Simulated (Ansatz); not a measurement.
Input of an Ansatz 0.2.0 run:

Contents of input.yaml:

```yaml
crystal:
  lattice:
    - [3.223, 0.0, 0.0]
    - [-1.6115, 2.7911998764, 0.0]
    - [0.0, 0.0, 3.191]
  atoms:
    - { symbol: Mo, position: [0.0, 0.0, 0.0] }
    - { symbol: P, position: [0.3333333333, 0.6666666667, 0.5] }
hamiltonian:
  xc: blyp
  pseudopotentials: { kind: paw }
kpoints:
  mp_grid: { grid: [10, 10, 8] }
  band_path:
    path:
      - [[0.0, 0.0, 0.0], [0.5, 0.0, 0.0], [0.3333333333, 0.3333333333, 0.0], [0.0, 0.0, 0.0], [0.0, 0.0, 0.5], [0.5, 0.0, 0.5], [0.3333333333, 0.3333333333, 0.5], [0.0, 0.0, 0.5]]
      - [[0.5, 0.0, 0.5], [0.5, 0.0, 0.0]]
      - [[0.3333333333, 0.3333333333, 0.0], [0.3333333333, 0.3333333333, 0.5]]
    npoints: 14
scf:
  occupations: { method: fermi_dirac, width: 0.05 }
  n_extra_bands: 6
output:
  forces: true
  stress: true
  eigenvalues: true
  fatbands: false
```

Potentials or basis: Ansatz PAW.

Run with:

```console
$ ansatz run input.yaml --threads 2 --pin off --max-ram 5120MiB --backend cpu --events-out ev --progress --plain --runs-dir out
```

Problem. What does it give for the band gap on the k mesh?

Solution. None (metal or under the smearing width).

Problem. Estimate the pressure.

Solution. 13.4 GPa.

Stress tensor (GPa, compression positive):
```
13.78  0.00  0.00
 0.00 13.78  0.00
 0.00  0.00 12.71
```

Caveat: the PAW data sets come from PBE, with cores solved anew for the run's functional, which leaves a small shift of forces and pressure.
